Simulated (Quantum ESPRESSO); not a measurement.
In:

```xyz
2
Lattice="3.3355 0.0000 0.0000 -1.6677 2.8886 0.0000 0.0000 0.0000 5.5091" Properties=species:S:1:pos:R:3 pbc="T T T"
In    1.6677    0.9629    4.1319
In    0.0000    1.9257    1.3773
```

This isn't the form of In at room conditions, which is tetragonal.

| Quantity | Value |
| --- | --- |
| Program | Quantum ESPRESSO 7.5 |
| Task | phonons and electron-phonon coupling |
| Functional | PBE |
| Potentials or basis | SPMS 1.0 PBE |
| Cutoff | 857 eV |
| Density cutoff | 3429 eV |
| k mesh | 6 × 6 × 4 |
| Occupations | methfessel-paxton, width 0.272 eV |
| Spin | no spin polarisation |
| Mixing beta | 0.5 |
| Most SCF iterations | 120 |
| SCF threshold | 4e-10 Ry |
| q mesh | 3 × 3 × 2 |

The cell and the atoms were relaxed first, to 27.50 Å³/atom (a = 3.348 Å, b = 3.348 Å, c = 5.664 Å, α = 90.00°, β = 90.00°, γ = 120.00°), and the response was taken there.

```
In
1.0
     3.34845    0.00000    0.00000
    -1.67422    2.89984    0.00000
     0.00000    0.00000    5.66369
In
2
Direct
  0.66667 0.33333 0.75000
  0.33333 0.66667 0.25000
```

Q: Is this structure dynamically stable at this level, and how far does the spectrum reach?

A: No: the interpolated spectrum has imaginary modes, down to 18i cm⁻¹ near q = (0.25, 0.00, 0.00). The highest frequency is 102 cm⁻¹.

Phonon frequencies at the corners of the path (cm⁻¹, interpolated; i marks imaginary ones):
```csv
point,frequencies
Γ,0 0 0 9 9 102
M,12 39 58 69 84 94
K,61 61 68 79 79 90
A,11 11 11 11 51 51
L,35 35 44 44 98 98
H,23 23 84 84 85 85
```

Phonon states per cell in windows of 10 cm⁻¹ (negative: imaginary):
| from (cm⁻¹) | total |
| --- | --- |
| -20 | 0.05 |
| -10 | 0.09 |
| 0 | 0.14 |
| 10 | 0.33 |
| 20 | 0.67 |
| 30 | 0.83 |
| 40 | 0.73 |
| 50 | 0.68 |
| 60 | 0.60 |
| 70 | 0.50 |
| 80 | 0.82 |
| 90 | 0.55 |
| 100 | 0.00 |

Caveat: the k mesh is coarse (spacing up to 0.36 Å⁻¹), so the values aren't converged; the mesh is thin for the phonons of a metal; some modes are imaginary; the interpolated spectrum has imaginary branches, which spoil the λ, ω_log and α²F that the log prints; λ from interpolated matrix elements is rough: modes that symmetry makes equal can differ by tens of percent.
